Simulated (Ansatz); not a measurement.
**MoP: convergence with the PAW cutoff**

The task here is to estimate one member of a computed series from the others.

Method: DFT, PBE, PAW with Ansatz's default frozen-core files, scalar-relativistic, in Ansatz 0.2.0.

### The structure to begin with

Symmetry: P-6m2, No. 187, hexagonal system. The conventional cell has a = 3.223 Å, b = 3.223 Å, c = 3.191 Å, α = 90.00°, β = 90.00°, γ = 120.00°. Around Mo (site symmetry -6m2) lie 6 P at 2.45 Å. P (site symmetry -6m2) has 6 Mo at 2.45 Å as nearest neighbours.

As a file:

```cif
data_structure
_symmetry_space_group_name_H-M 'P 1'
_symmetry_Int_Tables_number 1
_cell_length_a 3.2230
_cell_length_b 3.2230
_cell_length_c 3.1910
_cell_angle_alpha 90.000
_cell_angle_beta 90.000
_cell_angle_gamma 120.000
_cell_volume 28.71
loop_
_atom_site_label
_atom_site_type_symbol
_atom_site_fract_x
_atom_site_fract_y
_atom_site_fract_z
_atom_site_occupancy
Mo1 Mo 0.00000 0.00000 0.00000 1
P1 P 0.33333 0.66667 0.50000 1
```

The geometry is a database entry used as it stands. It may stem from high pressure or temperature, or be incomplete, so it serves as a test cell.

Atoms are numbered in the order of the input: Mo1, P2.

The first run:

input.yaml reads:

```yaml
crystal:
  lattice:
    - [3.2230000535, 0.0, 0.0]
    - [-1.6115000268, 2.7911999227, 0.0]
    - [0.0, 0.0, 3.191]
  atoms:
    - { symbol: Mo, position: [0.0, 0.0, 0.0] }
    - { symbol: P, position: [0.3333333333, 0.6666666667, 0.5] }
kpoints:
  mp_grid: { grid: [12, 12, 10] }
scf:
  occupations: { method: fermi_dirac, width: 0.03 }
hamiltonian:
  xc: pbe
  pseudopotentials: { kind: paw }
output:
  forces: true
  stress: true
  eigenvalues: true
  efg: { contact_densities: true }
basis:
  ecutwfc: 150
```

Among the steps run: With PAW files, cutoff 150 eV; With PAW files, cutoff 250 eV; With PAW files, cutoff 300 eV; With PAW files, cutoff 350 eV; With PAW files, cutoff 500 eV.

One table of the session follows, with a row left open; its other results are not shown here.

It belongs to the step «The sweep in one table». 

| cutoff (eV) | pressure (GPa) |
| --- | --- |
| 150 | 10.58 |
| 250 | 3.11 |
| 300 | 3.05 |
| 350 | ? |
| 500 | 2.63 |

**Question.** Estimate the row for cutoff (eV) = 350.

Worked estimate for «pressure (GPa)». A straight line through the neighbours (300, 3.05) and (500, 2.63) gives 3.05 + (2.63 − 3.05) × (350 − 300) / (500 − 300) = 2.94; a parabola fitted to 3 rows on both sides gives 2.97.

**Answer.** pressure (GPa): 2.66. In «pressure (GPa)» the line misses by +0.28 and the parabola by +0.31. Between these rows the values bend or scatter more than so simple an estimate can follow.

Energies are those extrapolated to zero smearing.

Caveats from the session: Warnings in the runs' records: gradients without spin orbit, cutoff below recommended.
